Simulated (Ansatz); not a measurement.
Something may be wrong with this Ansatz 0.2.0 calculation of SiC (Moissanite 3C).

File input.yaml:

```yaml
crystal:
  lattice:
    - [0.0, 1.5253, 1.5253]
    - [1.5253, 0.0, 1.5253]
    - [1.5253, 1.5253, 0.0]
  atoms:
    - { symbol: Si, position: [0.0, 0.0, 0.0] }
    - { symbol: C, position: [0.75, 0.75, 0.75] }
hamiltonian:
  xc: lda
  pseudopotentials: { kind: paw, core: small }
  dispersion: d3bj
kpoints:
  mp_grid: { grid: [10, 10, 10] }
scf:
  occupations: { method: methfessel_paxton, width: 0.1 }
  max_iter: 100
output:
  forces: true
  stress: true
  eigenvalues: true
```

Potentials or basis: Ansatz PAW small core.

Run with:

```console
$ ansatz run input.yaml --threads 1 --pin off --max-ram 2560MiB --backend cpu --events-out ev --progress --plain --runs-dir out
```

Output:

```text
Warning: of Si the run reads no dataset of the core that `hamiltonian.pseudopotentials.core` asks for: this build lists none beside the file that it uses, or the input names that file
Warning: the engine holds no damping parameters fitted to this dispersion correction and functional, so the run takes those fitted to pbe (hamiltonian.dispersion, under Limitations)
Warning: RAYON_NUM_THREADS=1 ignored (pool sized by the plan → 1); use --threads N
Engine: ansatz 0.2.0, aarch64-unknown-linux-gnu
Pseudopotentials: kind: paw
Pseudopotential: Si, paw, valence charge 4, recommended cutoff 420 eV (normal), Si.paw.azcp
Pseudopotential: C, paw, valence charge 4, recommended cutoff 420 eV (normal), C.paw.azcp
Functional definition: SPW92
  exchange = slater_x
  correlation = pw_c
Crystal: 2 atoms, lattice volume = 7.097 Å³
Basis set: ecut = 420 eV, 137 PW (Γ)
Bands: 8, of which v1, the nominal top of the filled ones, is band 4 counted from 1 (3 counted from 0)
Symmetry: 24 space group operations
Space group: F-43m (ITA 216), of the structure as read, at distance tolerance 1.9e-5 Å
k-points: 47 of 1000 (time reversal used)
Non-local potential: Si, projectors of the file, l = 0: 2, l = 1: 2, l = 2: 2
Non-local potential: C, projectors of the file, l = 0: 2, l = 1: 2, l = 2: 1
PAW form: soft (Blöchl's): semilocal exchange-correlation on the pseudo side does not see the compensation charge
PAW frozen core: Si, regenerated for the run's functional, and the local potential with it (the file was generated under x = pbe(κ = 0.804, μ = 0.2195149727645171), c = pbe(β = 0.06672455060314922))
[... 24 lines left out ...]
  E_band       = 163.480356
  E_kinetic    = 224.862893
  E_local      = -39.520104  (includes V_loc(G=0)·N_el)
  E_nonlocal   = 93.568822
  E_hartree    = 23.157408
  E_xc         = -130.205839
  E_vxc        = -140.787264  (∫ρ·V_xc dr)
  E_paw        = -588.549474  (= ΣΔE_a)
  E_vpaw       = -20.958880  (= ΣTr[D̂ρ^β])
  E_aug_tail   = 0.000029  (compensation charges beyond the density's cutoff)
  E_ewald      = -406.833972
  E_disp       = -1.778606  (pairwise vdW)
  E_core_change = 0.147163  (= ΣΔE_core)
  E_smearing   = -0.000140  (= −TS)
  E_closure    = -0.000000  (closes the sum)
  Σ components = -825.151819   (vs F -825.151819, Δ=0.00e0)
--- Forces (eV/Å), atoms counted from 1 ---
  atom   1  Si    -0.00000000     0.00000000     0.00000000
  atom   2  C     -0.00000000    -0.00000000     0.00000000
  max |Σ_I F_I| component: 6.29e-16 eV/Å
--- Stress (GPa, compression-positive) ---
     1538.661525      -0.000000      -0.000000
        0.000000    1538.661525       0.000000
       -0.000000       0.000000    1538.661525
  P = ⅓ Tr σ = 1538.6615 GPa (15386.615 kbar)
[... 6 lines left out ...]
```

Task: How did it end, and where is the flaw?

Result: The calculation finished and met its thresholds. The input holds a flaw that was put in on purpose: a lattice far too small (crystal.lattice = [[0.0, 1.5253, 1.5253], [1.5253, 0.0, 1.5253], [1.5253, 1.5253, 0.0]]). The program doesn't stop on it, so the numbers can't be trusted though the run ends normally.
